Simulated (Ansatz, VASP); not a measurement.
## Two plane-wave programs on Ga4AsP3

```
CELL_PARAMETERS angstrom
5.56378 0.00000 0.00000
0.00000 5.56378 0.00000
0.00000 0.00000 5.56378
ATOMIC_POSITIONS crystal
Ga 0.75450 0.75450 0.24550
Ga 0.75450 0.24550 0.75450
Ga 0.24550 0.75450 0.75450
Ga 0.24550 0.24550 0.24550
P 0.50000 0.00000 0.00000
P 0.00000 0.50000 0.00000
P 0.00000 0.00000 0.50000
As 0.50000 0.50000 0.50000
```

Alike in both runs: task single point; functional PBE; k mesh 4 × 4 × 4; occupations gaussian, width 0.1 eV; no spin polarisation.

|  | VASP | Ansatz |
| --- | --- | --- |
| version | VASP 6.6.1 | Ansatz 0.2.0 |
| potentials or method | VASP PAW PBE potentials, release 64 (Ga_d, P, As) | scalar-relativistic, plane waves, PAW |
| plane-wave cutoff (eV) | 520 | 420 |
| valence electrons in the cell | 72 | 82 |

|  | VASP | Ansatz | Ansatz less VASP |
| --- | --- | --- | --- |
| gap on the k mesh at the Fermi level (eV) | 1.16 | 1.16 | +0.003 |
| least direct gap on the mesh (eV) | 1.16 | 1.16 | +0.003 |
| pressure (GPa) | 0.0 | 0.0 | -0.04 |
| rms of the force components (eV/Å) | 0.001 | 0.005 | +0.0041 |

Atom by atom the forces differ by 0.005 eV/Å (rms over components). The two sets of potentials don't hold the same shells in valence.

A k mesh can miss the band edges.
